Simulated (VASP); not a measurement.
# ZnS (F-43m) in VASP: settings compared, part 2 of 2

VASP 6.6.1. The steps go on from the part before.

### Step 3. Relaxation of the atoms, PBE, collinear spin, ferromagnetic start (atoms moved at random, drawn with an rms of 0.1 Å)

Input file INCAR:

```
SYSTEM = ZnS
PREC = Accurate ; ENCUT = 520
EDIFF = 1E-7 ; ISMEAR = -5
SIGMA = 0.05 ; LREAL = .FALSE.
LASPH = .TRUE. ; NELM = 60
ALGO = Fast ; ISIF = 2
LWAVE = .FALSE. ; LCHARG = .FALSE.
ISPIN = 2 ; MAGMOM = 0.5 0
LORBIT = 11 ; GGA = PE
IBRION = 2 ; NSW = 40
EDIFFG = -0.01
```

Input file KPOINTS:

```
Automatic mesh
0
G
  9 9 9
  0 0 0
```

Input file POSCAR:

```
ZnS
1.0
    0.0000000000      2.7020000000      2.7020000000
    2.7020000000      0.0000000000      2.7020000000
    2.7020000000      2.7020000000      0.0000000000
Zn S
1 1
Selective dynamics
Direct
    0.7347270000      0.7360990000      0.7859650000  F F F
   -0.0251530000      0.0072860000      0.0049360000  T T T
```

Potentials or basis: VASP PAW PBE potentials, release 54 (Zn, S).

On the command line:

```console
$ cat potpaw_PBE.54/Zn/POTCAR potpaw_PBE.54/S/POTCAR > POTCAR
$ mpirun -np 1 vasp_std > vasp.out
```

It took 13 min on 1 thread of Intel Xeon Platinum 8488C (Sapphire Rapids), shared host; peak memory 0.43 GiB.

The run converged. Its results:

| Quantity | Value |
| --- | --- |
| Free energy | -6.8473 eV |
| Energy gained by relaxing | 19.2 meV/atom |
| Ionic steps | 7 |
| Pressure after relaxing | 1.8 GPa |
| Band gap on the k mesh | 2.11 eV, direct |
| Net moment | 0.00 μB per cell |
| Valence electrons inside the program's atomic spheres | Zn 10.80; S 3.75 |

Step by step:
```
step  energy change (eV)  largest force (eV/Å)  pressure (GPa)
   1              0.0000                0.6410            2.34
   2             -0.0173                0.4759            1.99
   3             -0.0377                0.0900            1.77
   4             -0.0377                0.0877            1.78
   5             -0.0382                0.0479            1.75
   6             -0.0384                0.0109            1.75
   7             -0.0384                0.0088            1.75
```

Final structure:
```
CELL_PARAMETERS angstrom
0.00000 2.70200 2.70200
2.70200 0.00000 2.70200
2.70200 2.70200 0.00000
ATOMIC_POSITIONS crystal
Zn 0.73473 0.73610 0.78597
S 0.98501 0.98578 0.03624
```

Levels at points of the mesh, in eV from the valence-band top:
Spin up:
| k point | band 7 | band 8 | band 9 | band 10 | band 11 | band 12 |
| --- | --- | --- | --- | --- | --- | --- |
| (0.00, 0.00, 0.00) | 0.00 | 0.00 | 0.00 | 2.11 | 6.39 | 6.40 |
Spin down:
| k point | band 7 | band 8 | band 9 | band 10 | band 11 | band 12 |
| --- | --- | --- | --- | --- | --- | --- |
| (0.00, 0.00, 0.00) | 0.00 | 0.00 | 0.00 | 2.11 | 6.39 | 6.40 |

### Step 4. Single point, PBE

Input file INCAR:

```
SYSTEM = ZnS
PREC = Accurate ; ENCUT = 520
EDIFF = 1E-6 ; ISMEAR = 0
SIGMA = 0.027000000000000003 ; LREAL = .False.
LASPH = .True. ; NELM = 80
ALGO = Fast ; ISIF = 2
LWAVE = .False. ; LCHARG = .True.
GGA = PE ; LELF = .True.
LVHAR = .True. ; NBANDS = 16
```

Input file KPOINTS:

```
regular mesh
0
Gamma
  9 9 9
  0 0 0
```

Input file POSCAR:

```
ZnS
1.0
    0.0000000000      2.7020000000      2.7020000000
    2.7020000000      0.0000000000      2.7020000000
    2.7020000000      2.7020000000      0.0000000000
Zn S
1 1
Direct
    0.7500000000      0.7500000000      0.7500000000
    0.0000000000      0.0000000000      0.0000000000
```

Potentials or basis: VASP PAW PBE potentials, release 64 (Zn, S).

On the command line:

```console
$ cat potpaw_PBE.64/Zn/POTCAR potpaw_PBE.64/S/POTCAR > POTCAR
$ mpirun -np 1 vasp_std > vasp.out
```

Wall time 12 s (1 thread of Intel Xeon 6975P-C (Granite Rapids), shared host); peak memory 0.16 GiB.

It converged, with:

* Free energy: -6.8473 eV
* Pressure: 1.8 GPa
* Band gap on the k mesh: 2.11 eV, direct

Levels at points of the mesh, in eV from the valence-band top:
| k point | band 7 | band 8 | band 9 | band 10 | band 11 | band 12 |
| --- | --- | --- | --- | --- | --- | --- |
| (0.00, 0.00, 0.00) | 0.00 | 0.00 | 0.00 | 2.11 | 6.40 | 6.40 |

### Step 5. Relaxation of cell and atoms, HF

POSCAR is that of step 4.

Input file INCAR.step1:

```
PREC = Accurate
ENCUT = 600
EDIFF = 1E-5
ISMEAR = -1
SIGMA = 0.05
LREAL = False
LASPH = True
NELM = 100
ALGO = Normal
LWAVE = True
LCHARG = False
GGA = PE
```

Input file INCAR.step2:

```
PREC = Accurate
ENCUT = 600
EDIFF = 1E-6
ISMEAR = -1
SIGMA = 0.05
LREAL = False
LASPH = True
NELM = 100
ALGO = Normal
ISIF = 3
LWAVE = False
LCHARG = False
GGA = PE
LHFCALC = True
AEXX = 1.0
ALDAC = 0.0
AGGAC = 0.0
PRECFOCK = Fast
HFRCUT = -1
IBRION = 2
NSW = 40
EDIFFG = -0.005
ISTART = 1
```

Input file KPOINTS:

```
regular mesh
0
Gamma
  5 5 5
```

On the command line:

```console
$ cat potpaw_PBE.64/Zn/POTCAR potpaw_PBE.64/S/POTCAR > POTCAR
$ cp INCAR.step1 INCAR
$ mpirun -np 1 vasp_std > vasp.out
$ cp INCAR.step2 INCAR
$ mpirun -np 1 vasp_std > vasp.out
```

Run time: 15 min. Hardware: 1 thread of Intel Xeon 6975P-C (Granite Rapids), shared host; peak memory 0.19 GiB.

It converged, with:

* Free energy: -13.7136 eV
* Relaxed volume: 21.72 Å³/atom
* Relaxed cell: a = 3.946 Å, b = 3.946 Å, c = 3.946 Å, α = 60.00°, β = 60.00°, γ = 60.00°
* Space group after relaxing (to 0.05 Å): F-43m (No. 216)
* Energy gained by relaxing: 46.8 meV/atom
* Ionic steps: 3
* Pressure after relaxing: 0.0 GPa
* Band gap on the k mesh: 9.61 eV, direct

The path:
```tsv
step	energy change (eV)	largest force (eV/Å)	pressure (GPa)	volume (Å³)
1	0.0000	0.0000	8.16	39.45
2	-0.0746	0.0000	-2.92	45.47
3	-0.0935	0.0000	0.03	43.43
```

Final structure:
```
Zn S
1.0
     0.00000    2.78998    2.78998
     2.78998    0.00000    2.78998
     2.78998    2.78998    0.00000
Zn S
1 1
Cartesian
  4.1850 4.1850 4.1850
  0.0000 0.0000 0.0000
```

Levels at points of the mesh, in eV from the valence-band top:
```csv
k point,band 5,band 6,band 7,band 8,band 9,band 10,band 11,band 12,band 13
"(0.00, 0.00, 0.00)",-12.40,-12.40,0.00,0.00,0.00,9.61,14.70,14.70,14.70
```

Caveat: the PAW data sets were made with another functional, which shifts forces and pressure a little; the volume moved by +10 % from the deposited cell, more than functionals usually miss. Zero-point motion and thermal expansion aren't in these numbers.

### Step 6. Single point, PBE

Input file INCAR:

```
SYSTEM = ZnS
PREC = Accurate
ENCUT = 520
EDIFF = 1E-7
ISMEAR = 0
SIGMA = 0.011
LREAL = .FALSE.
LASPH = .TRUE.
NELM = 60
ALGO = Normal
ISIF = 2
LWAVE = .FALSE.
LCHARG = .FALSE.
GGA = PE
NBANDS = 16
```

Input file KPOINTS:

```
regular mesh
0
G
  9 9 9
  0 0 0
```

POSCAR is that of step 5.

Potentials or basis: VASP PAW PBE potentials, release 64 (Zn, S).

On the command line:

```console
$ cat potpaw_PBE.64/Zn/POTCAR potpaw_PBE.64/S/POTCAR > POTCAR
$ mpirun -np 1 vasp_std > vasp.out
```

OUTCAR:

```text
SYSTEM = ZnS
   PREC = Accurate
   ENCUT = 520
   EDIFF = 1E-7
   ISMEAR = 0
   LREAL = .FALSE.
   LASPH = .TRUE.
   NELM = 60
   ISIF = 2
   GGA = PE

 ion  position               nearest neighbor table
   1  0.750  0.750  0.750-   2 2.34   2 2.34   2 2.34   2 2.34
   2  0.000  0.000  0.000-   1 2.34   1 2.34   1 2.34   1 2.34

  LATTYP: Found a face centered cubic cell.
 ALAT       =     5.4040000000

  Lattice vectors:

 A1 = (   0.0000000000,   2.7020000000,   2.7020000000)
[... 642 lines left out ...]

------------------------ aborting loop because EDIFF is reached ----------------------------------------

  FORCE on cell =-STRESS in cart. coord.  units (eV):
  Direction    XX          YY          ZZ          XY          YZ          ZX
  --------------------------------------------------------------------------------------
  -------------------------------------------------------------------------------------
  Total        0.4339526      0.4339526      0.4339526     -0.0000000      0.0000000     -0.0000000
  in kB       17.6224735     17.6224735     17.6224735     -0.0000000      0.0000000     -0.0000000
  external PRESSURE =      17.6224735 kB  Pullay stress =       0.0000000 kB

 VOLUME and BASIS-vectors are now :
 -----------------------------------------------------------------------------
  energy-cutoff  :      520.00
  volume of cell :       39.45
      direct lattice vectors                 reciprocal lattice vectors
     0.000000000  2.702000000  2.702000000    -0.185048113  0.185048113  0.185048113
     2.702000000  0.000000000  2.702000000     0.185048113 -0.185048113  0.185048113
     2.702000000  2.702000000  0.000000000     0.185048113  0.185048113 -0.185048113

 POSITION                                       TOTAL-FORCE (eV/Angst)
 -----------------------------------------------------------------------------------
      4.05300      4.05300      4.05300         0.000000      0.000000      0.000000
      0.00000      0.00000      0.00000        -0.000000     -0.000000     -0.000000
 -----------------------------------------------------------------------------------
    total drift:                                0.000001      0.000001      0.000001

  FREE ENERGIE OF THE ION-ELECTRON SYSTEM (eV)
  ---------------------------------------------------
  free  energy   TOTEN  =        -6.8472577335 eV

  energy  without entropy=       -6.8472577335  energy(sigma->0) =       -6.84725773
```

stdout:

```text
POSCAR found type information on POSCAR ZnS
 POSCAR found :  2 types and       2 ions
 scaLAPACK will be used
 LDA part: xc-table for (Slater+PW92), standard interpolation
 POSCAR, INCAR and KPOINTS ok, starting setup
 FFT: planning ... GRIDC
 FFT: planning ... GRID_SOFT
 FFT: planning ... GRID
 WAVECAR not read
 entering main loop
```

Wall time 13 s (1 thread of Intel Xeon 6975P-C (Granite Rapids), shared host); peak memory 0.16 GiB.

What came out:

- Free energy: -6.8473 eV
- Pressure: 1.8 GPa
- Band gap on the k mesh: 2.11 eV, direct

Levels at points of the mesh, in eV from the valence-band top:
```tsv
k point	band 7	band 8	band 9	band 10	band 11	band 12
(0.00, 0.00, 0.00)	0.00	0.00	0.00	2.11	6.40	6.40
```

### Step 7. Summary

| task | level | potentials or basis | spin | cell | k mesh | cutoff (eV) | smearing | atoms held fixed (from 0) | grid for exact exchange (PRECFOCK) | exchange at q = 0 | gap on the mesh (eV) | pressure (GPa) |
| --- | --- | --- | --- | --- | --- | --- | --- | --- | --- | --- | --- | --- |
| single point | RPBE | VASP PAW PBE potentials, release 64 (Zn, S) | off | as given | 9 × 9 × 9 | 520 | gaussian 0.05 eV | - | - | - | 2.28 | 4.3 |
| relaxation of the atoms | PBE | VASP PAW PBE potentials, release 54 (Zn, S) | collinear, ferromagnetic start | atoms relaxed from: atoms moved at random, drawn with an rms of 0.1 Å | 9 × 9 × 9 | 520 | tetrahedron | [0] | - | - | 2.11 | 1.8 |
| single point | PBE | VASP PAW PBE potentials, release 64 (Zn, S) | off | as given | 9 × 9 × 9 | 520 | gaussian 0.027 eV | - | - | - | 2.11 | 1.8 |
| relaxation of cell and atoms | HF | VASP PAW PBE potentials, release 64 (Zn, S) | off | relaxed | 5 × 5 × 5 | 600 | fermi-dirac 0.05 eV | - | Fast | truncated | 9.61 | 0.0 |
| single point | PBE | VASP PAW PBE potentials, release 64 (Zn, S) | off | as given | 9 × 9 × 9 | 520 | gaussian 0.011 eV | - | - | - | 2.11 | 1.8 |

Caveats: the PAW data sets were made with another functional, which shifts forces and pressure a little (some runs); the volume moved by +10 % from the deposited cell, more than functionals usually miss (some runs).

Absolute energies hang on the potentials; compare differences alone.

### Step 8. Comparison with measurements

Step 2. A measured gap of ZnS is 3.85 eV (direct; 19 K; quoted in “Electronic, vibrational, and thermodynamic properties of ZnS (zincblende and rocksalt structure)”, 2009, arxiv:0911.5022); the calculated 2.28 eV misses it by -1.57 eV. The value is that of RPBE, without temperature or zero-point motion. Semilocal functionals fall short of measured gaps as a rule.

Step 4. Against the measured gap of ZnS, 3.85 eV (direct; 19 K; quoted in “Electronic, vibrational, and thermodynamic properties of ZnS (zincblende and rocksalt structure)”, 2009, arxiv:0911.5022), the calculated 2.11 eV is off by -1.74 eV. The value is that of PBE, without temperature or zero-point motion. Semilocal functionals fall short of measured gaps as a rule.

Step 6. A measured gap of ZnS is 3.85 eV (direct; 19 K; quoted in “Electronic, vibrational, and thermodynamic properties of ZnS (zincblende and rocksalt structure)”, 2009, arxiv:0911.5022); the calculated 2.11 eV misses it by -1.74 eV. The value is that of PBE, without temperature or zero-point motion. Semilocal functionals fall short of measured gaps as a rule.
